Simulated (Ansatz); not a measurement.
# Cu₃N (Pm-3m)

Computed with DFT PBE, scalar-relativistic, plane waves, PAW (Ansatz).

Settings: cutoff 420 eV, Γ-centred mesh 10×10×10 on the computed 4-atom cell, Gaussian smearing of 0.01 eV; no spin polarisation.

The structure is relaxed at this level of theory with its symmetry kept. Whether it is the stable form of this composition wasn't checked.

```
Cu N
1.0
     3.82729    0.00000    0.00000
     0.00000    3.82729    0.00000
     0.00000    0.00000    3.82729
Cu N
3 1
Direct
  0.50000 0.00000 0.00000
  0.00000 0.50000 0.00000
  0.00000 0.00000 0.50000
  0.00000 0.00000 0.00000
```

* Space group: Pm-3m (No. 221)
* Volume per atom: 14.02 Å³
* Formation energy from the elements' standard states (uncorrected): +0.301 eV/atom
* Kohn–Sham band gap: 0.22 eV, indirect from R to M
* Löwdin character of the top 1 eV of the valence band: Cu 3d 62 %, N 2p 24 %, Cu 4s 11 %
* Electron masses at the edge by Cartesian direction of the standard setting (m_e; degenerate bands sorted by energy; no spin-orbit coupling): x: 2.4; y: 0.15; z: 0.15
* Hole masses at the edge by Cartesian direction of the standard setting (m_e; degenerate bands sorted by energy; no spin-orbit coupling): x: 2.1, 0.14, 0.14; y: 2.1, 0.14, 0.14; z: 2.1, 0.14, 0.14
* Bulk modulus: 116 GPa
* Its pressure derivative: 4.6
* Electronic dielectric constant xx, yy, zz of the standard setting (independent particles): 14.0, 14.0, 14.0
* Bader charges (e): Cu (3 in the cell) 0.44, N (1 in the cell) -1.31

A ferromagnetic start lost its moments in a first run, so spin was left out; other magnetic orders weren't tried.